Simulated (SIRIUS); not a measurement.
**Moving the choice of potentials or basis in Ta**

```yaml
crystal:
  lattice:
    - [-1.65128, 1.65128, 1.65128]
    - [1.65128, -1.65128, 1.65128]
    - [1.65128, 1.65128, -1.65128]
  atoms:
    - { symbol: Ta, position: [0.00000, 0.00000, 0.00000] }
```

Kept alike: task single point; functional PBE; k mesh 11 × 11 × 11; occupations fermi-dirac, width 0.05 eV; no spin polarisation. Program: SIRIUS. Cutoffs run from 557 to 1799 eV. The mesh is that of the run's cell of 1 atom. No spin-orbit coupling.

| choice of potentials or basis | pressure (GPa) |
| --- | --- |
| JTH 2.0 PBE (PAW) | 2.10 |
| PseudoDojo 0.4 PBE stringent (scalar relativistic) | 2.07 |
| PseudoDojo 0.4.1 PBE standard (scalar relativistic) | 2.54 |
| PseudoDojo 0.5 PBE standard (scalar relativistic) | 2.54 |
| PseudoDojo 0.5 PBE stringent (scalar relativistic) | 2.07 |
| SSSP 1.3.0 PBE efficiency | 2.40 |
| in-house norm-conserving set, PBE (scalar relativistic) | 2.50 |

Pressure is positive in compression; the values hold the error of the finite cutoff, so their zero can differ a little from the energy's minimum. For a metal such a mesh leaves the last digits unconverged.

The pressure runs from 2.07 (PseudoDojo 0.4 PBE stringent (scalar relativistic); PseudoDojo 0.5 PBE stringent (scalar relativistic)) to 2.54 GPa (PseudoDojo 0.4.1 PBE standard (scalar relativistic); PseudoDojo 0.5 PBE standard (scalar relativistic)).

Every potential puts this bcc cell under slight compression, so PBE would prefer a somewhat larger lattice. That fits the functional's usual mild underbinding of 5d metals, as the cell is close to the measured one. Tantalum is stiff because its partly filled d band occupies mainly bonding states, and the semicore shells resist compression. Pressures of this size therefore correspond to only a small change in lattice constant, and the spread between potentials to a smaller one still.

Within PseudoDojo, the pressure follows the standard or stringent choice and not the release number, which suggests that the tantalum potentials were left essentially unchanged between releases. The stringent sets lie close to the PAW result at 2.10 GPa, while SSSP and the in-house set fall nearer the standard ones. The split may reflect the core radii or the treatment of the semicore shells, though the pressures alone can't separate these. Agreement between PAW and the stringent sets doesn't establish that they are more accurate, which would take an all-electron reference at the same volume.
